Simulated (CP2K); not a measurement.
The system is Ga.

```
Ga
1.0
     3.02901    0.00000    0.00000
     0.49806    2.98778    0.00000
    -1.76353   -1.49389    1.95784
Ga
1
Cartesian
  0.0000 0.0000 0.0000
```

This isn't the form of Ga at room conditions, which is orthorhombic.

Program: CP2K 2026.2. Alike in all runs: task atomic charges; potentials or basis POTENTIAL_UZH Ga GTH-PBE-q13; TZVP-MOLOPT-PBE-GTH basis; no spin polarisation; cell as given; k mesh 13 × 13 × 13; smearing fermi-dirac 0.05 eV.

Order these runs on this cell by their pressure, lowest first.
A. level LDA
B. level rev-vdW-DF2; cutoff of the non-local correlation (Ry) 300
C. level PBEsol
D. level revPBE

A (-1.2 GPa), C (0.4 GPa), B (4.0 GPa), D (5.5 GPa).

Caveats: the potentials were made for another functional, which shifts forces and pressure; the basis of atomic orbitals isn't converged, which shifts pressures, moduli and gaps.
